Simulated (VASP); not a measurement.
Write the native input for VASP 6.6.1 that does the following.

```yaml
Task: band structure
Functional: r2SCAN
Potentials_or_basis: VASP PAW PBE potentials, release 64 (Te, Sn_d)
Cutoff: 520 eV
k_mesh: 7 × 7 × 7
Occupations: fermi-dirac, width 0.05 eV
Spin: no spin polarisation
Further_INCAR_settings: ALGO = Normal; EDIFF = 1e-06; NBANDS = 17
```

The structure of SnTe lies in POSCAR:

```
SnTe
1.0
    0.0000000000      3.1508500000      3.1508500000
    3.1508500000      0.0000000000      3.1508500000
    3.1508500000      3.1508500000      0.0000000000
Te Sn
1 1
Direct
    0.5000000000      0.5000000000      0.5000000000
    0.0000000000      0.0000000000      0.0000000000
```

These files were run (other wordings do the same):

INCAR

```
ALGO = Normal
EDIFF = 1E-6
ENCUT = 520
ISIF = 2
ISMEAR = -1
LASPH = True
LCHARG = False
LMIXTAU = True
LREAL = False
LWAVE = False
METAGGA = R2SCAN
NBANDS = 17
NELM = 100
PREC = Accurate
SIGMA = 0.05
```

KPOINTS

```
k-points
0
Gamma
  7 7 7
```

KPOINTS_OPT

```
path GXWKGLUWLK,UX
10
line-mode
reciprocal
 0.0000000000  0.0000000000  0.0000000000  G
 0.5000000000  0.0000000000  0.5000000000  X

 0.5000000000  0.0000000000  0.5000000000  X
 0.5000000000  0.2500000000  0.7500000000  W

 0.5000000000  0.2500000000  0.7500000000  W
 0.3750000000  0.3750000000  0.7500000000  K

 0.3750000000  0.3750000000  0.7500000000  K
 0.0000000000  0.0000000000  0.0000000000  G

 0.0000000000  0.0000000000  0.0000000000  G
 0.5000000000  0.5000000000  0.5000000000  L

 0.5000000000  0.5000000000  0.5000000000  L
 0.6250000000  0.2500000000  0.6250000000  U

 0.6250000000  0.2500000000  0.6250000000  U
 0.5000000000  0.2500000000  0.7500000000  W

 0.5000000000  0.2500000000  0.7500000000  W
 0.5000000000  0.5000000000  0.5000000000  L

 0.5000000000  0.5000000000  0.5000000000  L
 0.3750000000  0.3750000000  0.7500000000  K

 0.6250000000  0.2500000000  0.6250000000  U
 0.5000000000  0.0000000000  0.5000000000  X
```

Potentials or basis: VASP PAW PBE potentials, release 64 (Te, Sn_d).

Launch:

```sh
$ cat potpaw_PBE.64/Te/POTCAR potpaw_PBE.64/Sn_d/POTCAR > POTCAR
$ mpirun -np 1 vasp_std > vasp.out
```

It gave:

| Property | Result |
| --- | --- |
| Pressure | 1.5 GPa |
| Band gap along the path | 0.03 eV, direct |

Caveat: this odd mesh misses L, where the gap lies, so gap, dielectric constants and Born charges aren't listed; the PAW data sets were made with another functional, which shifts forces and pressure a little; spin-orbit coupling is left out, which moves the levels of the heavy elements.

It took 2.7 min on 1 thread of Intel(R) Xeon(R) 6975P-C (Granite Rapids), with other jobs on the host, peak memory 0.22 GiB.
